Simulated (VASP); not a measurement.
# ZnS (Wurtzite-2H) (P6_3mc) in VASP: notebook

The runs below take ZnS (Wurtzite-2H) through single point, with r2SCAN.

Program: VASP 6.6.1. These are calculated values, not measurements. Logs are shortened: lines on timing, memory, paths and dates and some standing lists are left out, and cuts for length are marked.

**Measured values to compare with.**

From a printed reference work, monograph, for a bulk crystal of ZnS at 4 K: band gap 3.911 eV (direct).

The results are compared with them further down.

## (1) The cell of the first run

Symmetry: P6_3mc, No. 186, hexagonal system. The conventional cell has a = 3.726 Å, b = 3.726 Å, c = 6.129 Å, α = 90.00°, β = 90.00°, γ = 120.00°. Within 3.0 Å of Zn (site symmetry 3m) lie 4 S at 2.29 Å. Within 3.0 Å of S (site symmetry 3m) lie 4 Zn at 2.29 Å.

## (2) Single point, r2SCAN (volume scaled by 0.94, then relaxed in part)

POSCAR

```
ZnS
1.0
    3.7255713905      0.0000000000      0.0000000000
   -1.8627856953      3.2264394678      0.0000000000
    0.0000000000      0.0000000000      6.1287254400
Zn S
2 2
Direct
    0.3333333333      0.6666666667      0.0057595655
    0.6666666667      0.3333333333      0.5057595655
    0.3333333333      0.6666666667      0.3792404345
    0.6666666667      0.3333333333      0.8792404345
```

INCAR.step1

```
SYSTEM = ZnS
PREC     = Accurate       ! precision mode
ENCUT    = 520            ! plane-wave cutoff, eV
ISMEAR   = 0              ! smearing method
SIGMA    = 0.02           ! smearing width, eV
LREAL    = .FALSE.        ! projectors in reciprocal space
LASPH    = .TRUE.         ! aspherical terms in the spheres
NELM     = 80             ! most SCF steps
NBANDS   = 26             ! bands
GGA      = PE             ! functional
ALGO     = Normal         ! electronic algorithm
EDIFF    = 1E-4           ! SCF threshold, eV
LWAVE    = .TRUE.         ! write WAVECAR
LCHARG   = .FALSE.        ! write CHGCAR
```

INCAR.step2

```
SYSTEM = ZnS
PREC     = Accurate       ! precision mode
ENCUT    = 520            ! plane-wave cutoff, eV
EDIFF    = 1E-7           ! SCF threshold, eV
ISMEAR   = 0              ! smearing method
SIGMA    = 0.02           ! smearing width, eV
LREAL    = .FALSE.        ! projectors in reciprocal space
LASPH    = .TRUE.         ! aspherical terms in the spheres
NELM     = 80             ! most SCF steps
ALGO     = Normal         ! electronic algorithm
ISIF     = 2              ! what is computed and relaxed
LWAVE    = .FALSE.        ! write WAVECAR
LCHARG   = .FALSE.        ! write CHGCAR
METAGGA  = R2SCAN         ! meta-GGA
LMIXTAU  = .TRUE.       
NBANDS   = 26             ! bands
ISTART   = 1
```

KPOINTS

```
regular mesh
0
G
  9 9 4
  0 0 0
```

Potentials or basis: VASP PAW PBE potentials, release 64 (Zn, S).

The run is started by

```console
> cat potpaw_PBE.64/Zn/POTCAR potpaw_PBE.64/S/POTCAR > POTCAR
> cp INCAR.step1 INCAR
> mpirun -np 1 vasp_std > vasp.out
> cp INCAR.step2 INCAR
> mpirun -np 1 vasp_std > vasp.out
```

OUTCAR:

```text
SYSTEM = ZnS
   PREC = Accurate
   ENCUT = 520
   EDIFF = 1E-7
   ISMEAR = 0
   LREAL = .FALSE.
   LASPH = .TRUE.
   NELM = 80
   ISIF = 2
   METAGGA = R2SCAN
   ISTART = 1

 ion  position               nearest neighbor table
   1  0.333  0.667  0.006-   4 2.29   4 2.29   4 2.29   3 2.29
   2  0.667  0.333  0.506-   3 2.29   3 2.29   3 2.29   4 2.29
   3  0.333  0.667  0.379-   2 2.29   2 2.29   2 2.29   1 2.29
   4  0.667  0.333  0.879-   1 2.29   1 2.29   1 2.29   2 2.29

  LATTYP: Found a hexagonal cell.
 ALAT       =     3.7255713905
 C/A-ratio  =     1.6450430813

  Lattice vectors:

 A1 = (   3.7255713905,   0.0000000000,   0.0000000000)
 A2 = (  -1.8627856953,   3.2264394678,   0.0000000000)
 A3 = (   0.0000000000,   0.0000000000,   6.1287254400)

Analysis of symmetry for initial positions (statically):
=====================================================================
 Subroutine PRICEL returns:
 Original cell was already a primitive cell.

 Routine SETGRP: Setting up the symmetry group for a
 hexagonal supercell.

 Subroutine GETGRP returns: Found 12 space group operations
 (whereof  6 operations were pure point group operations)
 out of a pool of 24 trial point group operations.

The static configuration has the point symmetry C_3v.
 The point group associated with its full space group is C_6v.

Analysis of symmetry for dynamics (positions and initial velocities):
=====================================================================
 Subroutine PRICEL returns:
 Original cell was already a primitive cell.

 Routine SETGRP: Setting up the symmetry group for a
 hexagonal supercell.

 Subroutine GETGRP returns: Found 12 space group operations
 (whereof  6 operations were pure point group operations)
 out of a pool of 24 trial point group operations.

The dynamic configuration has the point symmetry C_3v.
 The point group associated with its full space group is C_6v.

 Subroutine INISYM returns: Found 12 space group operations
 (whereof  6 operations are pure point group operations),
 and found     1 'primitive' translations

----------------------------------------------------------------------------------------

                                     Primitive cell

  volume of cell :      73.6693

  direct lattice vectors                    reciprocal lattice vectors
     3.725571390  0.000000000  0.000000000     0.268415203  0.154969590  0.000000000
    -1.862785695  3.226439468  0.000000000     0.000000000  0.309939179  0.000000000
     0.000000000  0.000000000  6.128725440     0.000000000  0.000000000  0.163166063

  length of vectors
     3.725571390  3.725571391  6.128725440     0.309939179  0.309939179  0.163166063

  position of ions in fractional coordinates (direct lattice)
     0.333333333  0.666666667  0.005759566
     0.666666667  0.333333333  0.505759566
     0.333333333  0.666666667  0.379240434
     0.666666667  0.333333333  0.879240434

  ion indices of the primitive-cell ions
   primitive index   ion index
                 1           1
                 2           2
                 3           3
                 4           4

----------------------------------------------------------------------------------------

 KPOINTS: regular mesh

Automatic generation of k-mesh.
 Grid dimensions read from file:
 generate k-points for:    9    9    4

 Generating k-lattice:

  Cartesian coordinates                     Fractional coordinates (reciprocal lattice)
     0.029823911  0.017218843  0.000000000     0.111111111  0.000000000  0.000000000
     0.000000000  0.034437687  0.000000000     0.000000000  0.111111111  0.000000000
     0.000000000  0.000000000  0.040791516     0.000000000  0.000000000  0.250000000

  Length of vectors
     0.034437687  0.034437687  0.040791516

  Shift w.r.t. Gamma in fractional coordinates (k-lattice)
     0.000000000  0.000000000  0.000000000

 Subroutine IBZKPT returns following result:
 ===========================================

 Found     36 irreducible k-points:

 Following reciprocal coordinates:
            Coordinates               Weight
  0.000000  0.000000  0.000000      1.000000
  0.111111 -0.000000  0.000000      6.000000
  0.222222  0.000000  0.000000      6.000000
  0.333333 -0.000000  0.000000      6.000000
  0.444444  0.000000  0.000000      6.000000
  0.111111  0.111111  0.000000      6.000000
[... 16 lines left out ...]
  0.333333  0.222222  0.250000     24.000000
  0.333333  0.333333  0.250000      4.000000
 [... further k-points ...]
   k-points           NKPTS =     36   k-points in BZ     NKDIM =     36   number of bands    NBANDS=     26
   number of dos      NEDOS =    301   number of ions     NIONS =      4
   total plane-waves  NPLWV =  37632
   dimension x,y,z NGX =    28 NGY =   28 NGZ =   48
   dimension x,y,z NGXF=    56 NGYF=   56 NGZF=   96
   ions per type =               2   2
   NGX,Y,Z   is equivalent  to a cutoff of  12.49, 12.49, 13.02 a.u.
   NGXF,Y,Z  is equivalent  to a cutoff of  24.99, 24.99, 26.04 a.u.
 SYSTEM =  ZnS
   PREC   = accura    normal or accurate (medium, high low for compatibility)
   ISTART =      1    job   : 0-new  1-cont  2-samecut
   ICHARG =      0    charge: 1-file 2-atom 10-const
   ISPIN  =      1    spin polarized calculation?
   LNONCOLLINEAR =      F non collinear calculations
   LSORBIT =      F    spin-orbit coupling
   LASPH  =      T    aspherical Exc in radial PAW
   ENCUT  =  520.0 eV  38.22 Ry    6.18 a.u.   6.93  6.93 11.40*2*pi/ulx,y,z
   NELM   =     80;   NELMIN=  2; NELMDL=  0     # of ELM steps
   EDIFF  = 0.1E-06   stopping-criterion for ELM
   LREAL  =      F    real-space projection
   EDIFFG = 0.1E-05   stopping-criterion for IOM
   NSW    =      0    number of steps for IOM
   IBRION =     -1    ionic relax: 0-MD 1-quasi-New 2-CG
   NFREE  =      0    steps in history (QN), initial steepest desc. (CG)
   ISIF   =      2    stress and relaxation
   ISYM   =      2    0-nonsym 1-usesym 2-fastsym
   POTIM  = 0.5000    time-step for ionic-motion
   TEBEG  =    0.0;   TEEND  =   0.0 temperature during run
   PSTRESS=    0.0 pullay stress
   NELECT =      36.0000    total number of electrons
   NUPDOWN=      -1.0000    fix difference up-down
   EMIN   =  10.00;   EMAX   =-10.00  energy-range for DOS
   EFERMI =   0.00;   METHOD = LEGACY
   ISMEAR =     0;   SIGMA  =   0.02  broadening in eV -4-tet -1-fermi 0-gaus
   EFERMI_NEDOS =   21; number of points for ismear=-14 and -15
   IALGO  =     38    algorithm
   IMIX   =      4    mixing-type and parameters
     AMIX     =   0.40;   BMIX     =  1.00
     AMIX_MAG =   1.60;   BMIX_MAG =  1.00
  volume/ion in A,a.u.               =      18.42       124.29
  Fermi-wavevector in a.u.,A,eV,Ry     =   1.289477  2.436757 22.623087  1.662750
  Thomas-Fermi vector in A             =   2.421367
   LORBIT       =      0    0 simple, 1 ext, 2 COOP (PROOUT), +10 PAW based schemes
   METAGGA = R2SCAN    functional components
   LHFCALC =     F    Hartree Fock is set to
   AEXX    =    0.0000 exact exchange contribution
   IVDW    =     0    specifies the selected vdW correction
   LEPSILON=     F    determine dielectric tensor
   LRPA    =     F    only Hartree local field effects (RPA)
 non-spin polarized calculation
 Gauss-broadening in eV      SIGMA  =   0.02
  energy-cutoff  :      520.00
  volume of cell :       73.67
 maximum number of plane-waves:      2000
 NGX is ok and might be reduce to    28
   NGX = 13   NGY = 13   NGZ = 23

 number of electron      36.0000016 magnetization

 Free energy of the ion-electron system (eV)
  ---------------------------------------------------
  ext. energy  EPLUGINS =         0.00000000
  ---------------------------------------------------
  free energy    TOTEN  =       -37.64664311 eV

  energy without entropy =      -37.64664311  energy(sigma->0) =      -37.64664311

 E-fermi :   2.6668     XC(G=0): -10.6307

 val. band max:        2.5305678398   @ k =   0.0000   0.0000   0.0000
 cond. band min:       5.6106129885   @ k =   0.0000   0.0000   0.0000
 fundamental gap:      3.0800451487
 Fermi energy:         2.6668170441

 k-point     1 :       0.0000    0.0000    0.0000
  band No.  band energies     occupation
      1     -11.6999      2.00000
      2     -10.6229      2.00000
      3      -4.2888      2.00000
      4      -4.2662      2.00000
      5      -4.2661      2.00000
      6      -4.1633      2.00000
[... 18 lines left out ...]
     25      10.7884      0.00000
     26      12.6990      0.00000

 k-point     2 :       0.1111   -0.0000    0.0000
  band No.  band energies     occupation
      1     -11.6044      2.00000
      2     -10.5685      2.00000
      3      -4.2810      2.00000
      4      -4.2632      2.00000
      5      -4.2466      2.00000
      6      -4.1543      2.00000
[... 18 lines left out ...]
     25      11.2132      0.00000
     26      11.8682      0.00000

 k-point     3 :       0.2222    0.0000    0.0000
  band No.  band energies     occupation
      1     -11.3406      2.00000
      2     -10.4334      2.00000
      3      -4.2954      2.00000
      4      -4.2229      2.00000
      5      -4.2015      2.00000
      6      -4.1092      2.00000
[... 18 lines left out ...]
     25      11.4586      0.00000
     26      12.1276      0.00000

 k-point     4 :       0.3333   -0.0000    0.0000
  band No.  band energies     occupation
      1     -10.9834      2.00000
      2     -10.2981      2.00000
      3      -4.2908      2.00000
      4      -4.1788      2.00000
      5      -4.1611      2.00000
      6      -3.9966      2.00000
[... 18 lines left out ...]
     25      11.8621      0.00000
     26      13.2463      0.00000
[... 496 lines left out ...]
      1     -10.7219      2.00000
      2     -10.3339      2.00000
      3      -4.2117      2.00000
      4      -4.2045      2.00000
      5      -4.0750      2.00000
      6      -4.0320      2.00000
[... 18 lines left out ...]
     25      11.4519      0.00000
     26      12.7071      0.00000

 k-point    23 :       0.3333    0.2222    0.2500
  band No.  band energies     occupation
      1     -10.4841      2.00000
      2     -10.2883      2.00000
      3      -4.2170      2.00000
      4      -4.1255      2.00000
      5      -4.0477      2.00000
      6      -3.9356      2.00000
[... 18 lines left out ...]
     25      12.4964      0.00000
     26      13.1153      0.00000

 k-point    24 :       0.3333    0.3333    0.2500
  band No.  band energies     occupation
      1     -10.3373      2.00000
      2     -10.3372      2.00000
      3      -4.2069      2.00000
      4      -4.0694      2.00000
      5      -4.0693      2.00000
      6      -3.9277      2.00000
[... 18 lines left out ...]
     25      13.1522      0.00000
     26      13.4383      0.00000

 [... further k-points ...]

------------------------ aborting loop because EDIFF is reached ----------------------------------------

  FORCE on cell =-STRESS in cart. coord.  units (eV):
  Direction    XX          YY          ZZ          XY          YZ          ZX
  --------------------------------------------------------------------------------------
  -------------------------------------------------------------------------------------
  Total        2.5899070      2.5899070      2.5446018     -0.0000000     -0.0000000      0.0000000
  in kB       56.3259052     56.3259052     55.3405957     -0.0000000     -0.0000000      0.0000000
  external PRESSURE =      55.9974687 kB  Pullay stress =       0.0000000 kB

 VOLUME and BASIS-vectors are now :
 -----------------------------------------------------------------------------
  energy-cutoff  :      520.00
  volume of cell :       73.67
      direct lattice vectors                 reciprocal lattice vectors
     3.725571390  0.000000000  0.000000000     0.268415203  0.154969590  0.000000000
    -1.862785695  3.226439468  0.000000000     0.000000000  0.309939179  0.000000000
     0.000000000  0.000000000  6.128725440     0.000000000  0.000000000  0.163166063

 POSITION                                       TOTAL-FORCE (eV/Angst)
 -----------------------------------------------------------------------------------
     -0.00000      2.15096      0.03530         0.000000      0.000000     -0.004171
      1.86279      1.07548      3.09966        -0.000000     -0.000000     -0.004171
     -0.00000      2.15096      2.32426        -0.000000      0.000000      0.004171
      1.86279      1.07548      5.38862        -0.000000     -0.000000      0.004171
 -----------------------------------------------------------------------------------
    total drift:                               -0.000001     -0.000001     -0.046300

  FREE ENERGIE OF THE ION-ELECTRON SYSTEM (eV)
  ---------------------------------------------------
  free  energy   TOTEN  =       -37.6466431066 eV

  energy  without entropy=      -37.6466431066  energy(sigma->0) =      -37.64664311
```

Wall time 2.6 min (1 thread of AMD EPYC 9R45 (Zen 5), shared host); peak memory 0.2 GiB.

What came out:

* Free energy: -37.6466 eV
* Pressure: 5.6 GPa
* Largest force: 0.004 eV/Å
* Band gap on the k mesh: 3.08 eV, direct

Forces on the atoms (eV/Å):
```
Zn   0.000  0.000 -0.004
Zn   0.000  0.000 -0.004
S    0.000  0.000  0.004
S    0.000  0.000  0.004
```

Caveat: the PAW data sets were made with another functional, which shifts forces and pressure a little.

[end of part 1 of 2]
